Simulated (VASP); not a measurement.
VASP 6.6.1 run: BP

INCAR

```
ENCUT = 520
ISMEAR = 0
LASPH = .TRUE.
NBANDS = 11
LREAL = .FALSE.
IBRION = -1
LCHARG = .FALSE.
NSW = 0
PREC = Accurate
LWAVE = .FALSE.
NELM = 79
EDIFF = 1E-9
METAGGA = R2SCAN
ALGO = Normal
ISIF = 2
SIGMA = 0.01
```

KPOINTS

```
KPOINTS created by Atomic Simulation Environment
0
Gamma
10 10 10
0 0 0
```

POSCAR

```
B  P
 1.0000000000000000
     0.0000000000000000    2.2118346121000001    2.2683156724000000
     2.2118346121000001    0.0000000000000000    2.2683156724000000
     2.2118346121000001    2.2118346121000001    0.0000000000000000
 B   P
   1   1
Cartesian
  0.0000000000000000  0.0000000000000000  0.0000000000000000
  1.1059173060500000  1.1059173060500000  1.1341578362000000
```

The recommended PBE PAW datasets give the neutral cell 8 valence electrons.

Command

```
mpirun -np 1 vasp_std
```

Question: Predict the outcome of this run.

Answer: It converged. Results: gap between bands v and c on the k mesh 1.17 eV; least direct gap on the k mesh 3.58 eV; pressure 8.8 GPa. Band v is the last that the valence electrons fill when counted band by band, and c is the next.

OSZICAR

```
N       E                     dE             d eps       ncg     rms          rms(c)
DAV:   1     0.396976721653E+01    0.39698E+01   -0.41553E+03  2252   0.677E+02
DAV:   2    -0.186392531119E+02   -0.22609E+02   -0.21554E+02  3007   0.114E+02
DAV:   3    -0.192139191782E+02   -0.57467E+00   -0.57305E+00  2877   0.156E+01
DAV:   4    -0.192159197144E+02   -0.20005E-02   -0.20003E-02  2591   0.107E+00
DAV:   5    -0.192159286643E+02   -0.89499E-05   -0.89499E-05  2815   0.715E-02    0.852E+00
DAV:   6    -0.173360042838E+02    0.18799E+01   -0.11384E+00  2620   0.577E+00    0.510E+00
DAV:   7    -0.172760292220E+02    0.59975E-01   -0.25267E-01  2687   0.271E+00    0.149E+00
DAV:   8    -0.172727109696E+02    0.33183E-02   -0.17701E-02  2723   0.101E+00    0.179E-01
DAV:   9    -0.172730112995E+02   -0.30033E-03   -0.89403E-04  2672   0.213E-01    0.741E-02
DAV:  10    -0.172730821882E+02   -0.70889E-04   -0.87008E-05  2513   0.674E-02    0.225E-02
DAV:  11    -0.172730817225E+02    0.46568E-06   -0.10068E-05  2754   0.198E-02    0.150E-02
DAV:  12    -0.172730823927E+02   -0.67018E-06   -0.56029E-07  2680   0.534E-03    0.198E-03
DAV:  13    -0.172730825379E+02   -0.14519E-06   -0.16214E-07  2638   0.213E-03    0.174E-03
DAV:  14    -0.172730825244E+02    0.13544E-07   -0.54664E-09  2634   0.506E-04    0.497E-04
DAV:  15    -0.172730825040E+02    0.20322E-07   -0.56222E-10  1404   0.141E-04    0.885E-05
DAV:  16    -0.172730824989E+02    0.51484E-08   -0.43183E-11  1326   0.462E-05    0.149E-04
DAV:  17    -0.172730825041E+02   -0.52496E-08   -0.82217E-12  1302   0.198E-05    0.950E-06
DAV:  18    -0.172730825044E+02   -0.29831E-09    0.37484E-13  1284   0.477E-06
   1 F= -.17273083E+02 E0= -.17273083E+02  d E =-.252796E-12
```

For comparison, a separate r²SCAN run of the intended cell, on usual settings and not on those above, gives a gap of 1.17 eV on its mesh and a pressure of 8.8 GPa.
